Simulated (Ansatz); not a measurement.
Input and command of a calculation in Ansatz (plane waves; scalar-relativistic PAW potentials unless the input names others):

```yaml
crystal:
  lattice:
    - [0.0, 2.2646202716, 2.2646202716]
    - [2.2646202716, 0.0, 2.2646202716]
    - [2.2646202716, 2.2646202716, 0.0]
  atoms:
    - { symbol: Zr, position: [0.0, 0.0, 0.0] }
basis:
  ecutwfc: "120 eV"
kpoints:
  mp_grid: { grid: [16, 16, 16] }
hamiltonian:
  xc: pbe
scf:
  occupations: { method: gaussian, width: 0.1 }
  max_iter: 80
output:
  forces: true
  eigenvalues: true
  stress: true
relax:
  adjacent_minimum: "off"
  f_tol: 0.005
  max_steps: 80
  cell: { stress_tol: 0.05 }
```

```bash
ansatz run input.yaml --threads 1 --pin off --max-ram 2560MiB --backend cpu --events-out ev --progress --plain --runs-dir out
```

Abridged log:
```
Basis set: ecut = 120 eV, 65 PW (Γ), exchange–correlation on 24×24×24 points (8 copies of the dense FFT grid, shifted against one another)
Bands: 10, of which v1, the nominal top of the filled ones, is band 6 counted from 1 (5 counted from 0)
Symmetry: 48 space group operations
k-points: 145 of 4096
SCF iter   1: F=—  HF=-4167.665413 eV  |F-HF|=—  |Δ(HF+E_count)|=         —  Δρ=1.69e-1  dr2=4.47e0  ethr=1.77e-3  ⟨swp⟩=3.3  Hψ=6679  notcnv=0
SCF iter   2: F=—  HF=-4166.145320 eV  |F-HF|=—  |Δ(HF+E_count)|=    1.52e0  Δρ=9.71e-2  dr2=1.56e0  ethr=1.77e-3  ⟨swp⟩=2.0  Hψ=4046  notcnv=0  defer=14
SCF iter   3: F=—  HF=-4165.291058 eV  |F-HF|=—  |Δ(HF+E_count)|=   8.54e-1  Δρ=2.05e-3  dr2=4.93e-4  ethr=1.77e-3  ⟨swp⟩=2.2  Hψ=2915  notcnv=0  defer=14
SCF iter   4: F=—  HF=-4165.292826 eV  |F-HF|=—  |Δ(HF+E_count)|=   1.77e-3  Δρ=2.71e-4  dr2=6.53e-6  ethr=4.11e-6  ⟨swp⟩=2.0  Hψ=2423  notcnv=0  defer=14
SCF iter   5: F=—  HF=-4165.292541 eV  |F-HF|=—  |Δ(HF+E_count)|=   2.85e-4  Δρ=2.90e-5  dr2=6.33e-8  ethr=8.33e-10  ⟨swp⟩=3.0  Hψ=5670  notcnv=0
SCF iter   6: F=-4165.292541 eV  HF=-4165.292541 eV  |F-HF|=6.37e-12  |Δ(HF+E_count)|=   1.38e-8  Δρ=6.71e-7  dr2=6.60e-11  ethr=5.27e-10  ⟨swp⟩=2.0  Hψ=3874  notcnv=0
SCF 1 converged in 6 iterations: F = -4165.292541 eV  dr2 = 6.60e-11
relax step   1: F+E_penalty+E_count = -4165.29254135 eV  Δ(F+E_penalty+E_count) = +0.000e0 eV  max|allowed force component| = 0.000e0 eV/Å  Δτ_max = 0.0000 Å  P = -13.728 GPa  Ω = 23.228 Å³  (6 SCF iters, dr2 threshold 1.00e-7 eV, accepted)
Crystal: 1 atom, lattice volume = 19.994 Å³
Basis set: ecut = 120 eV, 59 PW (Γ), exchange–correlation on 24×24×24 points (8 copies of the dense FFT grid, shifted against one another)
Initial density: handed on by an earlier stage of this run
Initial wavefunctions: those handed on with the density
SCF iter   1: F=—  HF=-4171.135504 eV  |F-HF|=—  |Δ(HF+E_count)|=         —  Δρ=2.78e-2  dr2=8.90e-2  ethr=7.37e-4  ⟨swp⟩=1.0  Hψ=9275  notcnv=0
SCF iter   2: F=—  HF=-4171.099619 eV  |F-HF|=—  |Δ(HF+E_count)|=   3.59e-2  Δρ=1.13e-2  dr2=9.92e-3  ethr=7.37e-4  ⟨swp⟩=3.0  Hψ=2878  notcnv=0
   ...
SCF iter   1: F=—  HF=-4165.669410 eV  |F-HF|=—  |Δ(HF+E_count)|=         —  Δρ=1.04e-4  dr2=1.25e-6  ethr=1.05e-8  ⟨swp⟩=1.0  Hψ=7743  notcnv=0
SCF iter   2: F=—  HF=-4165.669462 eV  |F-HF|=—  |Δ(HF+E_count)|=   5.25e-5  Δρ=4.24e-5  dr2=1.45e-7  ethr=1.04e-8  ⟨swp⟩=2.5  Hψ=2072  notcnv=0
SCF iter   3: F=-4165.669462 eV  HF=-4165.669462 eV  |F-HF|=4.22e-10  |Δ(HF+E_count)|=   5.58e-8  Δρ=5.72e-6  dr2=1.46e-9  ethr=6.06e-10  ⟨swp⟩=3.0  Hψ=3770  notcnv=0
SCF 42 converged in 3 iterations: F = -4165.669462 eV  dr2 = 1.46e-9
relax step  42: F+E_penalty+E_count = -4165.66946233 eV  Δ(F+E_penalty+E_count) = -2.320e-2 eV  max|allowed force component| = 0.000e0 eV/Å  Δτ_max = 0.0000 Å  P = +0.050 GPa  Ω = 17.707 Å³  energy of the carried Pulay correction = -6.161e-2 eV  (3 SCF iters, dr2 threshold 7.27e-8 eV, accepted)
SCF iter   1: F=—  HF=-4165.711638 eV  |F-HF|=—  |Δ(HF+E_count)|=         —  Δρ=3.62e-4  dr2=1.56e-5  ethr=1.16e-7  ⟨swp⟩=1.9  Hψ=10040  notcnv=0
SCF iter   2: F=—  HF=-4165.711684 eV  |F-HF|=—  |Δ(HF+E_count)|=   4.60e-5  Δρ=1.49e-4  dr2=2.05e-6  ethr=1.16e-7  ⟨swp⟩=2.7  Hψ=2227  notcnv=0
SCF iter   3: F=—  HF=-4165.711683 eV  |F-HF|=—  |Δ(HF+E_count)|=   4.39e-7  Δρ=2.07e-5  dr2=3.28e-8  ethr=1.71e-8  ⟨swp⟩=3.0  Hψ=2332  notcnv=0
SCF iter   4: F=—  HF=-4165.711683 eV  |F-HF|=—  |Δ(HF+E_count)|=   2.28e-7  Δρ=1.58e-6  dr2=2.14e-10  ethr=2.73e-10  ⟨swp⟩=1.0  Hψ=1450  notcnv=0
SCF iter   5: F=-4165.711683 eV  HF=-4165.711683 eV  |F-HF|=9.09e-13  |Δ(HF+E_count)|=  2.91e-11  Δρ=1.22e-7  dr2=1.28e-12  ethr=1.00e-12  ⟨swp⟩=4.0  Hψ=4215  notcnv=0
SCF 43 converged in 5 iterations: F = -4165.711683 eV  dr2 = 1.28e-12
SCF converged after 5 iterations
Free energy (F): -4165.711683 eV
Harris-Foulkes:  -4165.711683 eV  (|F-HF|=9.09e-13)
Internal energy: -4165.707218 eV  (E = F + TS)
E sigma→0 (E₀):  -4165.709451 eV
Entropy (-TS):   -0.004465 eV (-4.465 meV/atom)
Fermi energy:    19.979726 eV
--- Forces (eV/Å), atoms counted from 1 ---
  atom   1  Zr     0.00000000     0.00000000     0.00000000
--- Stress (GPa, compression-positive) ---
       -0.001970       0.000000       0.000000
        0.000000      -0.001970       0.000000
        0.000000       0.000000      -0.001970
  P = ⅓ Tr σ = -0.0020 GPa (-0.020 kbar)
--- Relaxed structure (31 steps of the walk, 27 accepted, 12 SCFs on fresh bases) ---
  F+E_penalty+E_count = -4165.71168333 eV   max|allowed force component| = 0.000e0 eV/Å   (the final SCF, on the basis selected at the relaxed cell)
  cell:  # Å, volume = 17.7069 Å³
    - [0.0, 2.06873072, 2.06873072]
    - [2.06873072, 0.0, 2.06873072]
    - [2.06873072, 2.06873072, 0.0]
  atoms:
    - { symbol: Zr, position: [0.0, 0.0, 0.0] }
```

**Question.** What is wrong with this input?

**Answer.** The fault is a cutoff far too low (basis.ecutwfc: 420 → "120 eV", the first being the value of the sound run). Setting it back cures it. The log, from which this was withheld above, says: «Warning: basis.ecutwfc = 120 eV is below the records' recommended 420 eV, and the density's cutoff is lower with it unless basis.ecutrho_ratio is high enough to keep the records' density cutoff: compare with a run at a higher cutoff» The run converged all the same, with an energy at zero smearing 18.1 eV/atom above the reference's, a relaxed volume of 17.71 Å³/atom, pressure 0.00 GPa, largest force 0.000 eV/Å, no gap on the mesh, so convergence alone doesn't show that an input is right. A reference run from the same start on usual settings converged, and the end of its own relaxation has a relaxed volume of 23.19 Å³/atom, pressure 0.00 GPa, largest force 0.000 eV/Å, no gap on the mesh.

Time: 20 s on 1 thread of Intel(R) Xeon(R) 6975P-C (Granite Rapids), on a shared host, peak memory 0.33 GiB.